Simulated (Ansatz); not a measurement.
GeO₂ (alpha-quartz type, space group P3_121)

```yaml
crystal:
  lattice:
    - [5.09349, 0.00000, 0.00000]
    - [-2.54674, 4.41109, 0.00000]
    - [0.00000, 0.00000, 5.76775]
  atoms:
    - { symbol: Ge, position: [0.45565, 0.00000, 0.83333] }
    - { symbol: Ge, position: [0.00000, 0.45565, 0.16667] }
    - { symbol: Ge, position: [0.54435, 0.54435, 0.50000] }
    - { symbol: O, position: [0.39740, 0.29816, 0.74186] }
    - { symbol: O, position: [0.70184, 0.09924, 0.07519] }
    - { symbol: O, position: [0.90076, 0.60260, 0.40853] }
    - { symbol: O, position: [0.09924, 0.70184, 0.92481] }
    - { symbol: O, position: [0.29816, 0.39740, 0.25814] }
    - { symbol: O, position: [0.60260, 0.90076, 0.59147] }
```

The volume is varied about the relaxed value V₀ at fixed cell shape. The atoms relax within the cell's symmetry.

All values below come from PBE (plane waves to 420 eV, PAW, scalar-relativistic; Ansatz, a program for electronic structure). k mesh 8×8×6 (Γ-centred), Fermi-Dirac smearing 0.05 eV. The energy includes the smearing's −TS. Compression counts positive. With the shape held, the modulus is that of even scaling; a crystal free to change shape is softer. GeO2 was relaxed with its symmetry unable to fall. The zero of ΔE is the relaxed starting cell.

| V (Å³/atom) | ΔE (meV/atom) |
|---|---|
| 12.095 | 58.0 |
| 12.479 | 38.4 |
| 12.863 | 23.5 |
| 13.247 | 12.6 |
| 13.631 | 5.3 |
| 14.015 | 1.3 |
| 14.399 | 0.0 |
| 14.783 | 1.2 |
| 15.167 | 4.6 |
| 15.551 | withheld |
| 15.935 | 17.3 |
| 16.319 | 26.3 |
| 16.703 | 36.8 |

### Question
Fit a third-order Birch-Murnaghan form (E₀, V₀, B₀, B₀′ free) to the given rows and predict ΔE at V = 15.551.

### Answer
Least squares on the 12 given rows: ΔE = E₀ + (9V₀B₀/16)·y²·[2 + (B₀′ − 4)y], y = (V₀/V)^(2/3) − 1, with V₀ = 14.395 Å³/atom, B₀ = 39.57 GPa (160.2 GPa = 1 eV/Å³; the term in eV is multiplied by 1000), B₀′ = 3.31, E₀ = -0.09 meV/atom; root-mean-square residual 0.08 meV/atom. At 15.551 the fit gives 10.2 meV/atom; the calculation gives 10.1 meV/atom, so the interpolation is off by 0.1 (+1.0 %). For the pressure the fit gives -2.7 GPa against the computed -2.7 GPa.

(A scan under strain: stresses follow from slopes of the energy per volume, elastic moduli from its curvatures.)
